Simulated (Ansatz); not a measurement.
**What a change of settings does to a run on NaH**

The cell is COD entry 9008680, as deposited and not checked against the literature; nothing was relaxed. The listed cell was then made from it by scaling, straining or moving an atom.

First run: DFT, PBEsol, all-electron LAPW, scalar-relativistic (Ansatz 0.2.0).

Command: `ansatz run input.yaml --threads 1 --pin off --max-ram 2048MiB --backend cpu --events-out ev --progress --plain --runs-dir out` The run took 1.9 s on 1 thread of Intel(R) Xeon(R) Platinum 8488C (Sapphire Rapids), with other jobs on the host, peak memory 0.25 GiB.

```yaml
crystal:
  lattice:
    - [0.0, 2.4721089453, 2.4721089453]
    - [2.4721089453, 0.0, 2.4721089453]
    - [2.4721089453, 2.4721089453, 0.0]
  atoms:
    - { symbol: Na, position: [0.0, 0.0, 0.0] }
    - { symbol: H, position: [0.5, 0.5, 0.5] }
kpoints:
  mp_grid: { grid: [9, 9, 9] }
scf:
  occupations: { method: fermi_dirac, width: 0.03 }
hamiltonian:
  xc: pbesol
  pseudopotentials: { kind: all_electron, lapw: { basis_error: 0.001 } }
output:
  forces: true
  stress: true
  eigenvalues: true
```

Result: converged; pressure -1.89 GPa; gap on the k mesh 3.76 eV (the mesh can miss the band edges); 6 SCF iterations.

The input is then changed:

```diff
@@ -8,5 +8,5 @@
     - { symbol: H, position: [0.5, 0.5, 0.5] }
 kpoints:
-  mp_grid: { grid: [9, 9, 9] }
+  mp_grid: { grid: [3, 3, 3] }
 scf:
   occupations: { method: fermi_dirac, width: 0.03 }
```

(1) Predict the outcome of the changed run.

Results:

(1) It converged; energy at zero smearing -7.3 meV/atom from the first run; pressure -1.96 GPa; gap on the k mesh 5.50 eV (the mesh can miss the band edges); 6 SCF iterations. Some of these settings are too coarse for converged properties.
